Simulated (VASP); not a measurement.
## VASP inputs for HgTe (strained zincblende)

INCAR

```
ISMEAR = -1
EDIFF = 1E-7
LASPH = .TRUE.
NBANDS = 16
IBRION = -1
PREC = Accurate
ENCUT = 520
LWAVE = .FALSE.
LCHARG = .FALSE.
NSW = 0
GGA = PE
LREAL = .FALSE.
NELM = 120
ISIF = 2
SIGMA = 0.02
```

KPOINTS

```
KPOINTS created by Atomic Simulation Environment
0
Gamma
6 6 6
0 0 0
```

KPOINTS_OPT

```
special points
6
Reciprocal
0.0000000000 0.0000000000 0.0000000000 1
-0.5000000000 -0.5000000000 0.0000000000 1
-0.3750000000 -0.3750000000 0.2500000000 1
-0.3750000000 0.0000000000 0.3750000000 1
0.0000000000 0.0000000000 0.5000000000 1
-0.5000000000 -0.2500000000 0.2500000000 1
```

POSCAR

```
Hg Te
 1.0000000000000000
     0.0000000000000000    3.4207242017000001    3.4207242017000001
     3.4207242017000001    0.0000000000000000    3.4207242017000001
     3.4207242017000001    3.4207242017000001    0.0000000000000000
 Hg  Te
   1   1
Cartesian
  0.0000000000000000  0.0000000000000000  0.0000000000000000
  1.7103621008500001  1.7103621008500001  1.7103621008500001
```

VASP ran with the recommended PBE PAW datasets (18 valence electrons in the cell).

Question: What does this run give?

Answer: gap between bands v and c 0.00 eV; least direct gap 0.00 eV; pressure -2.3 GPa.

Band v is the last that the valence electrons fill when counted band by band, and c is the next. Levels in eV from the top of v:

| point | v−1 | v | c | c+1 |
| --- | --- | --- | --- | --- |
| Γ | 0.00 | 0.00 | 0.00 | 4.48 |
| X | -1.63 | -1.63 | 1.87 | 2.90 |
| K | -2.11 | -1.35 | 2.16 | 4.05 |
| L | -0.69 | -0.69 | 0.69 | 5.16 |
| W | -1.88 | -1.87 | 2.66 | 4.73 |
